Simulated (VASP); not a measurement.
# GaP in VASP: how settings move the PBE single point

Aim: see what changed inputs do to the PBE single point of zincblende GaP, under +1.5 % biaxial strain in x and y, free along z.

Code: VASP 6.6.1. PAW datasets, plane waves. The values are computed, spin-unpolarised, and not measurements.

### 1 The cell

The cell comes from an earlier relaxation with r2SCAN in another program, then strained, with the atoms relaxed again.

The symmetry is I-4m2 (No. 119, tetragonal); conventional cell a = 3.912 Å, c = 5.382 Å, 20.59 Å³ an atom. Ga has 4 P at 2.37 Å; P has 4 Ga at 2.37 Å.

Coordinates:

```
CELL_PARAMETERS angstrom
0.00000 2.76628 2.69089
2.76628 0.00000 2.69089
2.76628 2.76628 0.00000
ATOMIC_POSITIONS crystal
Ga 0.00000 0.00000 0.00000
P 0.25000 0.25000 0.25000
```

### 2 The reference run

INCAR reads:

```
ENCUT = 520.000000
SIGMA = 0.020000
EDIFF = 1.00e-07
GGA = PE
PREC = Accurate
IBRION = -1
ISIF = 2
ISMEAR = -1
NBANDS = 16
NELM = 120
NSW = 0
LASPH = .TRUE.
LCHARG = .TRUE.
LELF = .TRUE.
LWAVE = .FALSE.
LREAL = .FALSE.
```

KPOINTS reads:

```
KPOINTS created by Atomic Simulation Environment
0
Gamma
8 8 8
0 0 0
```

POSCAR reads:

```
Ga P
 1.0000000000000000
     0.0000000000000000    2.7662802841000000    2.6908860909999999
     2.7662802841000000    0.0000000000000000    2.6908860909999999
     2.7662802841000000    2.7662802841000000    0.0000000000000000
 Ga  P
   1   1
Cartesian
  0.0000000000000000  0.0000000000000000  0.0000000000000000
  1.3831401420500000  1.3831401420500000  1.3454430454999999
```

A file KPOINTS_OPT adds named points for the levels; it doesn't enter the self-consistent loop.

Potentials: the recommended PBE PAW datasets, 18 valence electrons.

The run is started by

```bash
> mpirun -np 1 vasp_std
```

The closing lines of the self-consistent loop in OSZICAR:

```text
DAV:  12    -0.911919635483E+01    0.32957E-06   -0.26934E-06  2296   0.210E-02    0.290E-03
DAV:  13    -0.911919665406E+01   -0.29923E-06   -0.80923E-07  2496   0.741E-03    0.190E-03
DAV:  14    -0.911919668591E+01   -0.31850E-07   -0.25825E-08  1840   0.127E-03
   1 F= -.91191967E+01 E0= -.91191967E+01  d E =-.100656E-11
```

Run time: 40 s. Hardware: 1 MPI rank of Intel Xeon Platinum 8488C, shared host; peak memory 0.21 GiB.

It gives: energy (σ→0) -9.1192 eV, pressure 1.02 GPa, gap on the mesh 1.41 eV.

### 3 Altered input 1

Edit INCAR of step 2 so:

```diff
@@ -9,8 +9,8 @@
 NBANDS = 16
-NELM = 120
 NSW = 0
 LASPH = .TRUE.
-LCHARG = .TRUE.
-LELF = .TRUE.
+LCHARG = .FALSE.
 LWAVE = .FALSE.
 LREAL = .FALSE.
+IVDW = 12
+NELM = 52
```

KPOINTS is that of step 2.

POSCAR is that of step 2.

The run is started by

```bash
> mpirun -np 1 vasp_std
```

Standard output, without the iteration lines:

```text
POSCAR found type information on POSCAR GaP
 POSCAR found :  2 types and       2 ions
 LDA part: xc-table for (Slater+PW92), standard interpolation
 POSCAR, INCAR and KPOINTS ok, starting setup
 FFT: planning ... GRIDC
 FFT: planning ... GRID_SOFT
 FFT: planning ... GRID
 WAVECAR not read
 entering main loop
```

OSZICAR:

```text
N       E                     dE             d eps       ncg     rms          rms(c)
DAV:   1     0.771075343650E+02    0.77108E+02   -0.91724E+03  2016   0.162E+03
DAV:   2    -0.344952787921E+01   -0.80557E+02   -0.76550E+02  2176   0.299E+02
DAV:   3    -0.929008281036E+01   -0.58406E+01   -0.58200E+01  2416   0.635E+01
DAV:   4    -0.938225936209E+01   -0.92177E-01   -0.92156E-01  2360   0.861E+00
DAV:   5    -0.938400406190E+01   -0.17447E-02   -0.17446E-02  2448   0.101E+00    0.417E+00
DAV:   6    -0.914417913524E+01    0.23982E+00   -0.37806E-01  2920   0.103E+01    0.275E+00
DAV:   7    -0.911834924482E+01    0.25830E-01   -0.91846E-02  2552   0.201E+00    0.110E+00
DAV:   8    -0.911864947708E+01   -0.30023E-03   -0.13020E-02  2272   0.137E+00    0.184E-01
DAV:   9    -0.911905046537E+01   -0.40099E-03   -0.13009E-03  2392   0.499E-01    0.808E-02
DAV:  10    -0.911912457947E+01   -0.74114E-04   -0.11173E-04  2952   0.112E-01    0.402E-02
DAV:  11    -0.911919668440E+01   -0.72105E-04   -0.98741E-05  2312   0.813E-02    0.495E-03
DAV:  12    -0.911919635483E+01    0.32957E-06   -0.26934E-06  2296   0.210E-02    0.290E-03
DAV:  13    -0.911919665406E+01   -0.29923E-06   -0.80923E-07  2496   0.741E-03    0.190E-03
DAV:  14    -0.911919668591E+01   -0.31850E-07   -0.25825E-08  1840   0.127E-03
   1 F= -.97404592E+01 E0= -.97404592E+01  d E =-.100656E-11
```

Parts of OUTCAR:

```text
k-points           NKPTS =     59   k-points in BZ     NKDIM =     59   number of bands    NBANDS=     16

   NELECT =      18.0000    total number of electrons

   dimension x,y,z NGX =    30 NGY =   30 NGZ =   30
   dimension x,y,z NGXF=    60 NGYF=   60 NGZF=   60

  energy-cutoff  :      520.00
  volume of cell :       41.18
      direct lattice vectors                 reciprocal lattice vectors
     0.000000000  2.766280284  2.690886091    -0.180748134  0.180748134  0.185812399
     2.766280284  0.000000000  2.690886091     0.180748134 -0.180748134  0.185812399
     2.766280284  2.766280284  0.000000000     0.180748134  0.180748134 -0.185812399

 k-points in reciprocal lattice and weights: KPOINTS created by Atomic Simulation Env
   0.00000000  0.00000000  0.00000000       0.002
   0.12500000  0.00000000  0.00000000       0.016
   0.25000000  0.00000000  0.00000000       0.016
   0.37500000  0.00000000  0.00000000       0.016
   0.50000000  0.00000000  0.00000000       0.008
   0.12500000  0.12500000  0.00000000       0.004
   0.25000000  0.12500000  0.00000000       0.016
   0.37500000  0.12500000  0.00000000       0.016
[... 51 more k-points ...]

 E-fermi :   5.0015

 k-point     1 :       0.0000    0.0000    0.0000
  band No.  band energies     occupation
      1     -10.0481      2.00000
      2     -10.0481      2.00000
      3     -10.0398      2.00000
      4      -9.9536      2.00000
      5      -9.9487      2.00000
      6      -7.8835      2.00000
      7       4.4299      2.00000
      8       4.4299      2.00000
      9       4.5760      2.00000
     10       6.1571      0.00000
     11       8.3364      0.00000
     12       8.3974      0.00000
     13       8.3974      0.00000
     14      13.2082      0.00000
     15      13.9981      0.00000
     16      14.4747      0.00000

 k-point     2 :       0.1250    0.0000    0.0000
  band No.  band energies     occupation
      1     -10.0585      2.00000
      2     -10.0436      2.00000
      3     -10.0377      2.00000
      4      -9.9539      2.00000
      5      -9.9485      2.00000
      6      -7.6857      2.00000
      7       2.8510      2.00000
      8       4.1953      2.00000
      9       4.3175      2.00000
     10       6.8300      0.00000
     11       8.6777      0.00000
     12       8.7317      0.00000
     13       8.9403      0.00000
     14      13.4455      0.00000
     15      13.7699      0.00000
     16      14.1298      0.00000

 k-point     3 :       0.2500    0.0000    0.0000
  band No.  band energies     occupation
      1     -10.0859      2.00000
      2     -10.0340      2.00000
      3     -10.0289      2.00000
      4      -9.9533      2.00000
      5      -9.9465      2.00000
      6      -7.1254      2.00000
      7       0.6421      2.00000
      8       3.7504      2.00000
      9       3.9165      2.00000
     10       6.5671      0.00000
     11       9.1813      0.00000
     12       9.2497      0.00000
     13      10.7483      0.00000
     14      13.3858      0.00000
     15      13.4845      0.00000
     16      14.4036      0.00000

[... the tables of k-points 4 to 59 left out ...]

  Total      -0.57977    -0.57977    -0.08538     0.00000     0.00000     0.00000
  in kB     -22.55514   -22.55514    -3.32159     0.00000     0.00000     0.00000
  external pressure =      -16.14 kB  Pullay stress =        0.00 kB

 POSITION                                       TOTAL-FORCE (eV/Angst)
 -----------------------------------------------------------------------------------
      0.00000      0.00000      0.00000        -0.000000     -0.000000      0.000000
      1.38314      1.38314      1.34544         0.000000      0.000000     -0.000000
 -----------------------------------------------------------------------------------
    total drift:                                0.000002      0.000002      0.000002

  FREE ENERGIE OF THE ION-ELECTRON SYSTEM (eV)
  ---------------------------------------------------
  free  energy   TOTEN  =        -9.7404592330 eV

  energy  without entropy=       -9.7404592330  energy(sigma->0) =       -9.74045923
```

Run time: 43 s. Hardware: 1 MPI rank of Intel Xeon Platinum 8488C, shared host; peak memory 0.19 GiB.

Changed: IVDW = 12, NELM = 52. The run ends normally. Its total energy is on another scale than the reference's; the pressure goes from 1.0 to -1.6 GPa. The dispersion term adds attraction between the atoms and leaves the bands as they are.

### 4 Altered input 2

INCAR reads:

```
ENCUT = 520.000000
SIGMA = 0.020000
EDIFF = 1.00e-07
PREC = Accurate
IBRION = -1
ISIF = 2
ISMEAR = -1
NBANDS = 16
NELM = 120
NSW = 0
LASPH = .TRUE.
LCHARG = .FALSE.
LWAVE = .FALSE.
LREAL = .FALSE.
GGA = RP
```

KPOINTS is that of step 2.

POSCAR is that of step 2.

The run is started by

```bash
> mpirun -np 1 vasp_std
```

Standard output, without the iteration lines:

```text
POSCAR found type information on POSCAR GaP
 POSCAR found :  2 types and       2 ions
 -----------------------------------------------------------------------------
|                                                                             |
|                                                                             |
|     You enforced a specific xc type in the INCAR file but a different       |
|     I HOPE YOU KNOW WHAT YOU ARE DOING!                                     |
|                                                                             |
 -----------------------------------------------------------------------------

 LDA part: xc-table for (Slater+PW92), standard interpolation
 POSCAR, INCAR and KPOINTS ok, starting setup
 FFT: planning ... GRIDC
 FFT: planning ... GRID_SOFT
 FFT: planning ... GRID
 WAVECAR not read
 entering main loop
```

OSZICAR:

```text
N       E                     dE             d eps       ncg     rms          rms(c)
DAV:   1     0.777087248847E+02    0.77709E+02   -0.91772E+03  2016   0.162E+03
DAV:   2    -0.278493942743E+01   -0.80494E+02   -0.76490E+02  2176   0.299E+02
DAV:   3    -0.858213236898E+01   -0.57972E+01   -0.57771E+01  2408   0.632E+01
DAV:   4    -0.867295966849E+01   -0.90827E-01   -0.90807E-01  2368   0.855E+00
DAV:   5    -0.867467094361E+01   -0.17113E-02   -0.17112E-02  2456   0.100E+00    0.479E+00
DAV:   6    -0.845336514278E+01    0.22131E+00   -0.35893E-01  2952   0.999E+00    0.322E+00
DAV:   7    -0.843578295530E+01    0.17582E-01   -0.10189E-01  2464   0.211E+00    0.121E+00
DAV:   8    -0.843964537852E+01   -0.38624E-02   -0.15288E-02  2256   0.147E+00    0.216E-01
DAV:   9    -0.844072976119E+01   -0.10844E-02   -0.18771E-03  2416   0.513E-01    0.107E-01
DAV:  10    -0.844090748525E+01   -0.17772E-03   -0.16480E-04  2456   0.133E-01    0.559E-02
DAV:  11    -0.844111063742E+01   -0.20315E-03   -0.39501E-04  2208   0.126E-01    0.778E-03
DAV:  12    -0.844111070913E+01   -0.71707E-07   -0.62055E-06  2336   0.267E-02    0.312E-03
DAV:  13    -0.844111194907E+01   -0.12399E-05   -0.24700E-06  2464   0.108E-02    0.393E-03
DAV:  14    -0.844111211703E+01   -0.16796E-06   -0.18332E-07  2456   0.293E-03    0.274E-03
DAV:  15    -0.844111212023E+01   -0.32041E-08   -0.13437E-08  1824   0.106E-03
   1 F= -.84411121E+01 E0= -.84411121E+01  d E =-.200771E-10
```

OUTCAR, selected sections:

```text
k-points           NKPTS =     59   k-points in BZ     NKDIM =     59   number of bands    NBANDS=     16

   NELECT =      18.0000    total number of electrons

   dimension x,y,z NGX =    30 NGY =   30 NGZ =   30
   dimension x,y,z NGXF=    60 NGYF=   60 NGZF=   60

  energy-cutoff  :      520.00
  volume of cell :       41.18
      direct lattice vectors                 reciprocal lattice vectors
     0.000000000  2.766280284  2.690886091    -0.180748134  0.180748134  0.185812399
     2.766280284  0.000000000  2.690886091     0.180748134 -0.180748134  0.185812399
     2.766280284  2.766280284  0.000000000     0.180748134  0.180748134 -0.185812399

 k-points in reciprocal lattice and weights: KPOINTS created by Atomic Simulation Env
   0.00000000  0.00000000  0.00000000       0.002
   0.12500000  0.00000000  0.00000000       0.016
   0.25000000  0.00000000  0.00000000       0.016
   0.37500000  0.00000000  0.00000000       0.016
   0.50000000  0.00000000  0.00000000       0.008
   0.12500000  0.12500000  0.00000000       0.004
   0.25000000  0.12500000  0.00000000       0.016
   0.37500000  0.12500000  0.00000000       0.016
[... 51 more k-points ...]

 E-fermi :   5.0307

 k-point     1 :       0.0000    0.0000    0.0000
  band No.  band energies     occupation
      1      -9.9455      2.00000
      2      -9.9455      2.00000
      3      -9.9368      2.00000
      4      -9.8513      2.00000
      5      -9.8458      2.00000
      6      -7.7606      2.00000
      7       4.5224      2.00000
      8       4.5224      2.00000
      9       4.6681      2.00000
     10       6.3816      0.00000
     11       8.4589      0.00000
     12       8.5187      0.00000
     13       8.5187      0.00000
     14      13.5295      0.00000
     15      14.0524      0.00000
     16      14.5281      0.00000

 k-point     2 :       0.1250    0.0000    0.0000
  band No.  band energies     occupation
      1      -9.9557      2.00000
      2      -9.9410      2.00000
      3      -9.9347      2.00000
      4      -9.8515      2.00000
      5      -9.8455      2.00000
      6      -7.5634      2.00000
      7       2.9728      2.00000
      8       4.2895      2.00000
      9       4.4115      2.00000
     10       7.0176      0.00000
     11       8.8025      0.00000
     12       8.8519      0.00000
     13       9.0941      0.00000
     14      13.5306      0.00000
     15      13.8662      0.00000
     16      14.4175      0.00000

 k-point     3 :       0.2500    0.0000    0.0000
  band No.  band energies     occupation
      1      -9.9830      2.00000
      2      -9.9314      2.00000
      3      -9.9260      2.00000
      4      -9.8509      2.00000
      5      -9.8436      2.00000
      6      -7.0049      2.00000
      7       0.7719      2.00000
      8       3.8467      2.00000
      9       4.0125      2.00000
     10       6.7507      0.00000
     11       9.3021      0.00000
     12       9.3704      0.00000
     13      10.9438      0.00000
     14      13.4850      0.00000
     15      13.5900      0.00000
     16      14.6756      0.00000

[... the tables of k-points 4 to 59 left out ...]

  Total        0.6045740      0.6045740      1.0938787      0.0000000      0.0000000      0.0000000
  in kB       23.5202739     23.5202739     42.5561265      0.0000000      0.0000000      0.0000000
  external PRESSURE =      29.8655581 kB  Pullay stress =       0.0000000 kB

 POSITION                                       TOTAL-FORCE (eV/Angst)
 -----------------------------------------------------------------------------------
      0.00000      0.00000      0.00000         0.000000      0.000000      0.000000
      1.38314      1.38314      1.34544        -0.000000     -0.000000     -0.000000
 -----------------------------------------------------------------------------------
    total drift:                                0.000002      0.000002      0.000002

  FREE ENERGIE OF THE ION-ELECTRON SYSTEM (eV)
  ---------------------------------------------------
  free  energy   TOTEN  =        -8.4411121202 eV

  energy  without entropy=       -8.4411121202  energy(sigma->0) =       -8.44111212
```

It took 44 s on 1 MPI rank of Intel Xeon Platinum 8488C, shared host; peak memory 0.19 GiB.

Changed: GGA = RP. VASP runs to the end. Its total energy is on another scale than the reference's; the pressure goes from 1.0 to 3.0 GPa, the gap on the mesh goes from 1.41 to 1.49 eV. The functional is now RPBE, on datasets made with PBE.

### 5 Altered input 3

Edit INCAR of step 2 so:

```diff
@@ -12,5 +12,5 @@
 LASPH = .TRUE.
-LCHARG = .TRUE.
-LELF = .TRUE.
+LCHARG = .FALSE.
 LWAVE = .FALSE.
 LREAL = .FALSE.
+IVDW = 10
```

KPOINTS is that of step 2.

POSCAR is that of step 2.

The run is started by

```bash
> mpirun -np 1 vasp_std
```

Standard output, without the iteration lines:

```text
POSCAR found type information on POSCAR GaP
 POSCAR found :  2 types and       2 ions
 LDA part: xc-table for (Slater+PW92), standard interpolation
 POSCAR, INCAR and KPOINTS ok, starting setup
 FFT: planning ... GRIDC
 FFT: planning ... GRID_SOFT
 FFT: planning ... GRID
 WAVECAR not read
 entering main loop
```

OSZICAR:

```text
N       E                     dE             d eps       ncg     rms          rms(c)
DAV:   1     0.771075343650E+02    0.77108E+02   -0.91724E+03  2016   0.162E+03
DAV:   2    -0.344952787921E+01   -0.80557E+02   -0.76550E+02  2176   0.299E+02
DAV:   3    -0.929008281036E+01   -0.58406E+01   -0.58200E+01  2416   0.635E+01
DAV:   4    -0.938225936209E+01   -0.92177E-01   -0.92156E-01  2360   0.861E+00
DAV:   5    -0.938400406190E+01   -0.17447E-02   -0.17446E-02  2448   0.101E+00    0.417E+00
DAV:   6    -0.914417913524E+01    0.23982E+00   -0.37806E-01  2920   0.103E+01    0.275E+00
DAV:   7    -0.911834924482E+01    0.25830E-01   -0.91846E-02  2552   0.201E+00    0.110E+00
DAV:   8    -0.911864947708E+01   -0.30023E-03   -0.13020E-02  2272   0.137E+00    0.184E-01
DAV:   9    -0.911905046537E+01   -0.40099E-03   -0.13009E-03  2392   0.499E-01    0.808E-02
DAV:  10    -0.911912457947E+01   -0.74114E-04   -0.11173E-04  2952   0.112E-01    0.402E-02
DAV:  11    -0.911919668440E+01   -0.72105E-04   -0.98741E-05  2312   0.813E-02    0.495E-03
DAV:  12    -0.911919635483E+01    0.32957E-06   -0.26934E-06  2296   0.210E-02    0.290E-03
DAV:  13    -0.911919665406E+01   -0.29923E-06   -0.80923E-07  2496   0.741E-03    0.190E-03
DAV:  14    -0.911919668591E+01   -0.31850E-07   -0.25825E-08  1840   0.127E-03
   1 F= -.97003605E+01 E0= -.97003605E+01  d E =-.100656E-11
```

OUTCAR, selected sections:

```text
k-points           NKPTS =     59   k-points in BZ     NKDIM =     59   number of bands    NBANDS=     16

   NELECT =      18.0000    total number of electrons

   dimension x,y,z NGX =    30 NGY =   30 NGZ =   30
   dimension x,y,z NGXF=    60 NGYF=   60 NGZF=   60

  energy-cutoff  :      520.00
  volume of cell :       41.18
      direct lattice vectors                 reciprocal lattice vectors
     0.000000000  2.766280284  2.690886091    -0.180748134  0.180748134  0.185812399
     2.766280284  0.000000000  2.690886091     0.180748134 -0.180748134  0.185812399
     2.766280284  2.766280284  0.000000000     0.180748134  0.180748134 -0.185812399

 k-points in reciprocal lattice and weights: KPOINTS created by Atomic Simulation Env
   0.00000000  0.00000000  0.00000000       0.002
   0.12500000  0.00000000  0.00000000       0.016
   0.25000000  0.00000000  0.00000000       0.016
   0.37500000  0.00000000  0.00000000       0.016
   0.50000000  0.00000000  0.00000000       0.008
   0.12500000  0.12500000  0.00000000       0.004
   0.25000000  0.12500000  0.00000000       0.016
   0.37500000  0.12500000  0.00000000       0.016
[... 51 more k-points ...]

 E-fermi :   5.0015

 k-point     1 :       0.0000    0.0000    0.0000
  band No.  band energies     occupation
      1     -10.0481      2.00000
      2     -10.0481      2.00000
      3     -10.0398      2.00000
      4      -9.9536      2.00000
      5      -9.9487      2.00000
      6      -7.8835      2.00000
      7       4.4299      2.00000
      8       4.4299      2.00000
      9       4.5760      2.00000
     10       6.1571      0.00000
     11       8.3364      0.00000
     12       8.3974      0.00000
     13       8.3974      0.00000
     14      13.2082      0.00000
     15      13.9981      0.00000
     16      14.4747      0.00000

 k-point     2 :       0.1250    0.0000    0.0000
  band No.  band energies     occupation
      1     -10.0585      2.00000
      2     -10.0436      2.00000
      3     -10.0377      2.00000
      4      -9.9539      2.00000
      5      -9.9485      2.00000
      6      -7.6857      2.00000
      7       2.8510      2.00000
      8       4.1953      2.00000
      9       4.3175      2.00000
     10       6.8300      0.00000
     11       8.6777      0.00000
     12       8.7317      0.00000
     13       8.9403      0.00000
     14      13.4455      0.00000
     15      13.7699      0.00000
     16      14.1298      0.00000

 k-point     3 :       0.2500    0.0000    0.0000
  band No.  band energies     occupation
      1     -10.0859      2.00000
      2     -10.0340      2.00000
      3     -10.0289      2.00000
      4      -9.9533      2.00000
      5      -9.9465      2.00000
      6      -7.1254      2.00000
      7       0.6421      2.00000
      8       3.7504      2.00000
      9       3.9165      2.00000
     10       6.5671      0.00000
     11       9.1813      0.00000
     12       9.2497      0.00000
     13      10.7483      0.00000
     14      13.3858      0.00000
     15      13.4845      0.00000
     16      14.4036      0.00000

[... the tables of k-points 4 to 59 left out ...]

  Total      -0.93398    -0.93398    -0.44911     0.00000     0.00000     0.00000
  in kB     -36.33547   -36.33547   -17.47221     0.00000     0.00000     0.00000
  external pressure =      -30.05 kB  Pullay stress =        0.00 kB

 POSITION                                       TOTAL-FORCE (eV/Angst)
 -----------------------------------------------------------------------------------
      0.00000      0.00000      0.00000         0.000000     -0.000000     -0.000000
      1.38314      1.38314      1.34544        -0.000000      0.000000      0.000000
 -----------------------------------------------------------------------------------
    total drift:                                0.000002      0.000002      0.000002

  FREE ENERGIE OF THE ION-ELECTRON SYSTEM (eV)
  ---------------------------------------------------
  free  energy   TOTEN  =        -9.7003605295 eV

  energy  without entropy=       -9.7003605295  energy(sigma->0) =       -9.70036053
```

Wall time 40 s (1 MPI rank of Intel Xeon Platinum 8488C, shared host); peak memory 0.19 GiB.

Changed: IVDW = 10. The run ends normally. Its total energy is on another scale than the reference's; the pressure goes from 1.0 to -3.0 GPa. The dispersion term adds attraction between the atoms and leaves the bands as they are.

[end of part 1 of 2]
